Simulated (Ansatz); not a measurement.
The same group exchange along the group B, Al, Ga, In.

Isolated molecules relaxed with PBE0-D4/def2-TZVP in Ansatz; ΔE leaves out vibrations. CCSD(T)/CBS is the MP2 limit (def2-TZVPP, def2-QZVPP) plus CCSD(T) − MP2 in def2-TZVPP, frozen cores. This one scheme is used for every species. DFT in def2-TZVPP. def2 core potentials past Kr. For Br, Ga, In outer-core shells are correlated without core-valence functions, which leaves a few kJ/mol of doubt a bond. Scalar relativity is left out up to krypton. One conformer a species, not always the lowest.

```json
{"reaction": "`OB(F)F` + `CC(=O)Br` → `FB(F)Br` + acetic acid", "CCSD(T)/CBS(def2) (kJ/mol)": "29"}
{"reaction": "`[OH][Al]([F])[F]` + `CC(=O)Br` → `[F][Al]([F])[Br]` + acetic acid", "CCSD(T)/CBS(def2) (kJ/mol)": "-57"}
{"reaction": "`[OH][Ga]([F])[F]` + `CC(=O)Br` → `[F][Ga]([F])[Br]` + acetic acid", "CCSD(T)/CBS(def2) (kJ/mol)": "?"}
{"reaction": "`[OH][In]([F])[F]` + `CC(=O)Br` → `[F][In]([F])[Br]` + acetic acid", "CCSD(T)/CBS(def2) (kJ/mol)": "-140"}
```

(1) Fill in the missing values. (Best estimate.)

Largest T1 diagnostic: 0.018, for `[OH][In]([F])[F]`.

## Answers

(1) Ansatz gave: `[OH][Ga]([F])[F]` + `CC(=O)Br` → `[F][Ga]([F])[Br]` + acetic acid: -101.0 kJ/mol.
